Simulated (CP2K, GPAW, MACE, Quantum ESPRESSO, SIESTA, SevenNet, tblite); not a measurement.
**Hcp Mg, size series (64 atoms): forces by two methods**

Hcp Mg (a = 3.209 Å, c = 5.211 Å), 4 x 4 x 2 conventional cells; every coordinate displaced by a Gaussian of 0.05 Å. Then every atom was moved at random, 0.03 Å r.m.s. a Cartesian component.

Two calculations on one geometry. First: Kohn-Sham DFT, PBE, SSSP efficiency 1.3.0 pseudopotentials, plane waves; sssp-1.3.0-efficiency; 45/360 Ry; levels smeared at 580 K (Quantum ESPRESSO 7.5; sssp-pbe-1.3.0-efficiency, cutoffs 45/360 Ry, Γ point). Second: Kohn-Sham DFT, PBE, PAW, atomic orbitals (dzp); LCAO dzp; h 0.2 Å; other mixer settings; levels smeared at 580 K (GPAW 26.7.0; Γ point).

Cell vectors (Å):

```
12.836 0.000 0.000
-6.418 11.116 0.000
0.000 0.000 10.422
```

Atom, position (Å) and force of the first calculation (eV/Å):

```
1 Mg 6.370 11.057 0.078 0.107 0.040 -0.341
2 Mg -0.055 1.802 2.589 0.019 0.065 0.003
3 Mg 6.431 11.067 5.244 0.053 0.051 -0.094
4 Mg 0.074 1.753 7.920 -0.246 0.101 -0.214
5 Mg 11.167 2.812 0.055 0.151 -0.187 -0.218
6 Mg -1.614 4.639 2.538 0.061 0.040 0.011
7 Mg -1.578 2.765 5.084 0.067 0.024 0.247
8 Mg -1.553 4.547 7.662 -0.076 -0.016 0.220
9 Mg 9.644 5.494 10.320 0.064 0.069 0.288
10 Mg -3.307 7.312 2.596 0.260 0.227 0.093
11 Mg -3.195 5.589 5.227 0.066 0.010 -0.025
12 Mg -3.183 7.339 7.893 -0.004 0.211 -0.225
13 Mg -4.717 8.341 0.099 -0.283 -0.084 -0.381
14 Mg -4.815 10.154 2.625 0.102 0.003 0.162
15 Mg 7.974 8.303 5.317 0.185 0.136 -0.262
16 Mg -4.748 10.192 7.818 -0.090 -0.106 0.127
17 Mg -3.247 11.103 10.392 0.122 0.022 0.067
18 Mg 3.121 1.845 2.563 0.113 -0.152 -0.035
19 Mg 3.315 0.057 5.251 -0.220 -0.201 -0.043
20 Mg 3.188 1.939 7.879 0.116 -0.204 -0.189
21 Mg 1.553 2.751 10.383 0.046 0.133 0.211
22 Mg 1.630 4.572 2.654 -0.194 0.107 -0.249
23 Mg 1.543 2.660 5.198 0.035 0.168 0.126
24 Mg 1.572 4.618 7.734 0.054 -0.063 0.085
25 Mg 0.022 5.587 10.356 0.013 -0.139 0.183
26 Mg 0.004 7.414 2.657 -0.059 -0.036 -0.255
27 Mg -0.049 5.592 5.147 0.108 -0.170 0.069
28 Mg -0.014 7.281 7.830 0.012 0.324 -0.127
29 Mg -1.651 8.275 10.395 0.197 0.136 0.164
30 Mg -1.575 10.203 2.681 -0.172 -0.039 -0.230
31 Mg -1.570 8.336 5.158 -0.148 -0.004 0.233
32 Mg -1.566 10.185 7.766 0.042 -0.064 0.178
33 Mg 0.066 11.083 0.093 -0.214 0.054 -0.331
34 Mg 6.429 1.848 2.644 -0.042 0.042 -0.049
35 Mg 0.040 11.040 5.221 0.132 0.172 0.008
36 Mg 6.414 1.880 7.711 0.012 -0.067 0.198
37 Mg 4.789 2.736 0.027 0.083 -0.005 -0.087
38 Mg 4.745 4.571 2.712 0.221 0.212 -0.361
39 Mg 4.761 2.753 5.090 0.195 -0.009 0.341
40 Mg 4.775 4.567 7.675 0.121 0.163 0.259
41 Mg 3.211 5.554 10.362 0.012 -0.074 0.036
42 Mg 3.176 7.479 2.543 0.080 -0.277 0.366
43 Mg 3.191 5.483 5.201 0.041 0.187 -0.009
44 Mg 3.141 7.408 7.793 0.188 -0.182 0.177
45 Mg 1.619 8.335 0.072 -0.184 -0.101 -0.283
46 Mg 1.557 10.176 2.556 0.156 0.078 0.297
47 Mg 1.674 8.282 5.192 -0.109 0.106 0.049
48 Mg 1.738 10.098 7.861 -0.357 0.182 -0.044
49 Mg 3.182 11.051 0.028 0.118 0.189 -0.151
50 Mg 9.522 1.933 2.641 0.178 -0.223 -0.129
51 Mg 9.696 0.050 5.172 -0.133 -0.105 -0.063
52 Mg 9.634 1.868 7.763 0.087 -0.092 0.156
53 Mg 8.075 2.711 10.376 -0.192 0.029 0.054
54 Mg 8.026 4.673 2.601 -0.095 -0.204 0.006
55 Mg 8.129 2.870 5.272 -0.278 -0.112 -0.080
56 Mg 8.074 4.704 7.916 -0.146 -0.250 -0.286
57 Mg 6.477 5.430 0.050 -0.193 0.155 -0.162
58 Mg 6.397 7.355 2.516 -0.054 0.021 0.429
59 Mg 6.520 5.603 5.203 -0.291 -0.124 -0.047
60 Mg 6.375 7.374 7.793 -0.015 0.086 0.385
61 Mg 4.763 8.319 0.142 0.183 -0.101 -0.710
62 Mg 4.881 10.162 2.523 -0.217 0.074 0.493
63 Mg 4.804 8.387 5.264 0.015 -0.203 -0.337
64 Mg 4.775 10.191 7.784 0.200 -0.025 0.295
```

Q: Give the forces of the second method.

Atom and force (eV/Å):

```
1 0.105 0.036 -0.362
2 0.016 0.070 -0.004
3 0.060 0.045 -0.096
4 -0.278 0.099 -0.225
5 0.157 -0.193 -0.232
6 0.071 0.048 0.007
7 0.084 0.027 0.265
8 -0.074 -0.031 0.234
9 0.078 0.063 0.302
10 0.276 0.245 0.103
11 0.071 0.020 -0.023
12 -0.003 0.228 -0.244
13 -0.305 -0.085 -0.410
14 0.117 -0.005 0.186
15 0.201 0.151 -0.283
16 -0.091 -0.120 0.130
17 0.141 0.015 0.070
18 0.118 -0.168 -0.049
19 -0.234 -0.206 -0.042
20 0.125 -0.216 -0.202
21 0.031 0.146 0.226
22 -0.205 0.117 -0.266
23 0.027 0.177 0.138
24 0.051 -0.065 0.090
25 0.017 -0.141 0.200
26 -0.071 -0.035 -0.276
27 0.117 -0.180 0.071
28 0.010 0.345 -0.136
29 0.210 0.155 0.180
30 -0.187 -0.046 -0.251
31 -0.160 -0.005 0.248
32 0.053 -0.063 0.195
33 -0.241 0.055 -0.364
34 -0.043 0.050 -0.053
35 0.160 0.177 0.020
36 0.018 -0.080 0.214
37 0.096 -0.001 -0.083
38 0.241 0.233 -0.391
39 0.209 -0.019 0.361
40 0.140 0.181 0.282
41 0.028 -0.080 0.036
42 0.089 -0.301 0.389
43 0.049 0.201 -0.006
44 0.209 -0.195 0.190
45 -0.204 -0.114 -0.298
46 0.175 0.095 0.319
47 -0.112 0.114 0.055
48 -0.386 0.186 -0.050
49 0.124 0.212 -0.156
50 0.178 -0.243 -0.134
51 -0.138 -0.102 -0.074
52 0.093 -0.089 0.164
53 -0.210 0.015 0.051
54 -0.103 -0.217 0.004
55 -0.302 -0.107 -0.077
56 -0.163 -0.262 -0.301
57 -0.222 0.158 -0.172
58 -0.071 0.018 0.456
59 -0.312 -0.128 -0.051
60 -0.034 0.094 0.427
61 0.202 -0.121 -0.769
62 -0.231 0.090 0.527
63 0.007 -0.221 -0.364
64 0.226 -0.027 0.312
```

The two sets differ by 15.1 meV/Å r.m.s., 8.5 % of the r.m.s. force of the Quantum ESPRESSO run. The electronic-structure runs sample only Γ, in a cell whose shortest periodic width is 10 Å, which is coarse for a cell with partly filled levels.

[Logs are printed without paths, hosts, clocks, repeated set-up lines and the standing remarks that a program may print on its own settings, such as how far it seeks lower states.]

[Hosts, paths, dates, database ids (printed as entryN), source tags and the programs' standing remarks are cut or masked in the printed files.]
